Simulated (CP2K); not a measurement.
**TaN under changes of volume**

One of the cells (10.776 Å³/atom); the others are scaled copies at fixed shape and fractional positions:

```xyz
2
Lattice="2.9380 0.0000 0.0000 -1.4690 2.5444 0.0000 0.0000 0.0000 2.8830" Properties=species:S:1:pos:R:3 pbc="T T T"
Ta    0.0000    0.0000    1.4415
N     1.4690    0.8481    0.0000
```

| Quantity | Value |
| --- | --- |
| Program | CP2K 2026.2 |
| Functional | PBEsol |
| Potentials or basis | POTENTIAL_UZH Ta GTH-PBE-q13, N GTH-PBE-q5; TZVP-MOLOPT-PBE-GTH basis |
| Density cutoff | 6123 eV |
| k mesh | 10 × 10 × 9 |
| Occupations | fermi-dirac, width 0.05 eV |
| Spin | no spin polarisation |

```csv
volume (Å³/atom),energy over the lowest point (meV/atom),pressure (GPa)
10.129,24.56,17.7
10.345,?,?
10.560,0.00,1.1
10.776,3.32,-5.9
10.991,15.65,-12.3
11.207,36.07,-18.0
11.422,63.76,-23.1
```

Q: What does the run at 10.345 Å³/atom give?

A: Energy over the lowest point 6.70 meV/atom; pressure 9.0 GPa.

Worked out: A Birch-Murnaghan fit of order 3 (a polynomial in V^(-2/3)) to the other rows has its minimum at 10.59 Å³/atom with B0 = V·E''(V) = 360 GPa and B' = 4.2 at fixed shape and positions, which overstates the stiffness. It gives 6.68 meV/atom at 10.345 Å³/atom, against the run's 6.70, and -dE/dV = 9.0 GPa, against 9.0.

Energies are extrapolated to zero smearing.

Caveats: the potentials were made for another functional, which shifts forces and pressure; the basis of atomic orbitals isn't converged, which shifts pressures, moduli and gaps.
